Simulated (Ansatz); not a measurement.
Cd, DFT, PBE, all-electron PAW with datasets made for the crystal, scalar-relativistic (Ansatz 0.2.0), run on 1 thread of Intel(R) Xeon(R) 6975P-C (Granite Rapids) on a shared host.

The structure comes from a relaxation in the same program, started in the hcp type. Whether it is a known phase or the ground state wasn't checked. The listed cell was then made from it by scaling, straining or moving an atom.

Command: `ansatz run input.yaml --threads 1 --pin off --max-ram 2048MiB --backend cpu --events-out ev --progress --plain --runs-dir out`

```yaml
crystal:
  lattice:
    - [3.0615656364, 0.0153078282, 0.0]
    - [-1.5175258501, 2.6437397024, 0.0]
    - [0.0, 0.0, 5.591779396]
  atoms:
    - { symbol: Cd, position: [0.3333333333, 0.6666666667, 0.25] }
    - { symbol: Cd, position: [0.6666666667, 0.3333333333, 0.75] }
kpoints:
  mp_grid: { grid: [14, 14, 8] }
scf:
  occupations: { method: fermi_dirac, width: 0.05 }
hamiltonian:
  xc: pbe
  pseudopotentials: { kind: all_electron, datasets: crystal }
output:
  forces: true
  stress: true
  eigenvalues: true
  efg: { contact_densities: true }
```

How large is the problem that the program sets up?

500 irreducible k-points, 421 plane waves at Γ, 17 bands.

Estimate the wall time.

29 s of wall time for 9 SCF iterations. Times on shared machines scatter by tens of per cent.

And the same cell and mesh by LAPW (all electrons), asked for forces, stress, eigenvalues, on the same hardware?

54 s.

And the same cell and mesh by frozen-core PAW, asked for forces, stress, eigenvalues, efg, write_density, write_potential, elf, on the same hardware?

13 s.
